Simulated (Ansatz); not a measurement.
The cell is LiBr in the rocksalt structure; cell and atoms were relaxed with r2SCAN. Space group Fm-3m (No. 225), cubic; a = 5.479 Å in the conventional setting, 20.56 Å³ an atom. Li is surrounded by 6 Br at 2.74 Å; Br is surrounded by 6 Li at 2.74 Å.

The questions ask for values computed with Ansatz on this geometry. No spin polarisation and no zero-point or thermal motion.

Given (8×8×8 mesh): r2SCAN gives an indirect gap of 5.877 eV, from K–Γ (0.78 of the way from K) to Γ; the least direct gap is 5.879 eV at Γ. Least and direct gap differ so little that the kind isn't settled.

**Question.** How does the gap change from r2SCAN to PBE (8×8×8)?

**Answer.** With PBE the valence top lies at K–Γ (0.80 of the way from K) and the conduction bottom at Γ, 4.985 eV higher; the smallest vertical gap, at Γ, is 4.991 eV. Least and direct gap differ so little that the kind isn't settled. The gap differs by -0.89 eV from r2SCAN's.

**Question.** How does the gap change from r2SCAN to HSE06 (6×6×6)?

**Answer.** With HSE06 the valence top lies at K–Γ (0.78 of the way from K) and the conduction bottom at Γ, 6.209 eV higher; the smallest vertical gap, at Γ, is 6.213 eV. Least and direct gap differ so little that the kind isn't settled. The gap differs by +0.33 eV from r2SCAN's.

**Question.** What does PBE0 give for the gap (6×6×6 mesh)?

**Answer.** With PBE0 the valence top lies at K–Γ (0.78 of the way from K) and the conduction bottom at Γ, 6.898 eV higher; the smallest vertical gap, at Γ, is 6.903 eV. Least and direct gap differ so little that the kind isn't settled. The gap differs by +1.02 eV from r2SCAN's.

**Question.** What does G0W0@PBE with 122 empty bands, a screening cutoff of 120 eV and a 4×4×4 mesh give?

**Answer.** 7.14 eV (PBE's gap over the path plus the quasiparticle shift read on the mesh). The quasiparticle gap on this mesh is 7.15 eV (direct at Γ), against 4.99 eV from PBE: +2.16 eV. Renormalisation factors Z lie between 0.79 and 0.84. G0W0 here is at a finite number of bands, screening cutoff and k mesh, not at the basis limit.

Spin-orbit coupling is left out.

Where an edge lies off the special points, it is a point of the mesh or the k point where a search put PBE's edge or least direct gap, reused for the other functionals, whose own edges may lie a little apart; PBE's own value is read along its path and can be a few hundredths of an eV high.

The meshes of the hybrids are coarse, so their gaps aren't converged to the digits shown.
